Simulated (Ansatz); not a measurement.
# Ti$_{3}$Al: phonons across the zone

All numbers below come from DFT PBE, scalar-relativistic, plane waves, PAW in Ansatz 0.2.0. Plane waves to 420 eV; Γ-centred k mesh 12×12×12; Fermi-Dirac smearing of 0.15 eV. No spin polarisation. Phonons by linear response, acoustic sum rule imposed.

Relaxed structure:
```yaml
crystal:
  lattice:
    - [4.05812, 0.00000, 0.00000]
    - [0.00000, 4.05812, 0.00000]
    - [0.00000, 0.00000, 4.05812]
  atoms:
    - { symbol: Ti, position: [0.00000, 0.50000, 0.00000] }
    - { symbol: Ti, position: [0.00000, 0.00000, 0.50000] }
    - { symbol: Ti, position: [0.50000, 0.00000, 0.00000] }
    - { symbol: Al, position: [0.50000, 0.50000, 0.50000] }
```

The structure comes from a generated guess, relaxed at this level; another structure or a mixture of phases may lie lower. In a metal, frequencies and elastic constants depend on the k mesh and the smearing, soft modes and shear constants most. The q mesh is coarse, so values between its points are rough.

Force constants from linear response on a 2×2×2 q mesh.

Question: Is the structure dynamically stable on this mesh?

Answer: Yes, on this mesh: no mode is imaginary.

Question: Give the frequencies (cm⁻¹; i marks imaginary ones) at the irreducible q points, in fractions of the reciprocal vectors.

Answer:
```
                   q  star                                      frequencies
   0.000 0.000 0.000     1        0 0 0 218 218 218 243 243 243 286 286 286
  0.000 0.000 -0.500     3  166 167 167 175 175 195 203 250 250 281 290 290
 0.000 -0.500 -0.500     3  125 138 158 158 196 196 206 208 239 273 297 297
-0.500 -0.500 -0.500     1    77 77 132 132 132 182 182 182 230 288 288 288
```
